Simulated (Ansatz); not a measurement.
# Response of Zr to small distortions

```yaml
crystal:
  lattice:
    - [3.23923, 0.00000, 0.00000]
    - [-1.61962, 2.80526, 0.00000]
    - [0.00000, 0.00000, 5.17222]
  atoms:
    - { symbol: Zr, position: [0.33333, 0.66667, 0.25000] }
    - { symbol: Zr, position: [0.66667, 0.33333, 0.75000] }
```

Atom numbers follow the list: Zr1, Zr2.

The conventional cell has a = 3.239 Å, b = 3.239 Å, c = 5.172 Å, α = 90.00°, β = 90.00°, γ = 120.00°. Zr (atom 1) is surrounded by 12 Zr at 3.19 to 3.24 Å.

Structure from Materials Project entry mp-131 (possibly hypothetical), not relaxed further.

Computed with DFT, PBE, all-electron PAW with datasets made for the crystal, scalar-relativistic (Ansatz 0.2.0).

The runs use a Γ-centred 12×12×7 k mesh, Fermi–Dirac smearing of 0.05 eV, cutoff 240 eV (chosen by the program for this cell), no spin polarisation.

The unchanged cell is at -0.37 GPa, so energy changes include a term −P ΔV where the volume moves.

In a metal, stresses and small energies carry noise from the k mesh.

x, y and z are the Cartesian axes of the cell as listed; fractional coordinates follow a strain, and an engineering shear is twice the off-diagonal strain component.

Question: With this change (equal xy, yz and zx engineering shear strains of -4 %), what becomes of the energy and stress and forces?

Answer: Energy change +12 meV/atom; stress change (xx, yy, zz, yz, xz, xy) 0.01, 0.11, 0.01, 1.15, 1.18, 1.94 GPa, compression positive; change of the force on Zr2 (-0.081, -0.007, -0.032) eV/Å.

Question: With this change (x and y strained by -1.5 %, z held), what becomes of the energy and stress?

Answer: Energy change +5 meV/atom; stress change (xx, yy, zz, yz, xz, xy) 3.22, 3.22, 2.13, 0.00, 0.00, 0.00 GPa, compression positive.

Question: With this change (atom 2 (Zr) moved by (0.1200, 0.0000, 0.0000) Å), what becomes of the energy and stress and forces?

Answer: Energy change +3 meV/atom; stress change (xx, yy, zz, yz, xz, xy) -0.04, -0.16, 0.01, 0.00, 0.00, 0.73 GPa, compression positive; change of the force on Zr2 (-0.108, -0.001, 0.000) eV/Å.

Question: What force constant does this one finite step give for Zr2 along its displacement (all its periodic images move with it)?

Answer: k = −ΔF·u/|u|² = 0.90 eV/Å², so the force pulls the atom back.
